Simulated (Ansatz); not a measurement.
Crystal: TePb.

```
Pb Te
1.0
     0.00000    3.23100    3.23100
     3.23100    0.00000    3.23100
     3.23100    3.23100    0.00000
Pb Te
1 1
Direct
  0.00000 0.00000 0.00000
  0.50000 0.50000 0.50000
```

Base run:

```yaml
Program: Ansatz 0.2.0
Functional: PBE
Potentials_or_basis: Ansatz PAW
Cutoff: "420 eV (not typed: the program's choice for these potentials)"
k_mesh: 7 × 7 × 7
Occupations: fermi-dirac, width 0.05 eV
Spin: no spin polarisation
```

Its results: pressure 2.1 GPa.

Question: The run is repeated on the same cell with these changes: functional from PBE to LDA. What comes out?

Answer: Pressure -1.7 GPa.

LDA binds more tightly than PBE, so the same cell stands under less pressure.

Caveats: the PAW data sets come from PBE, with cores solved anew for the run's functional, which leaves a small shift of forces and pressure (some runs).
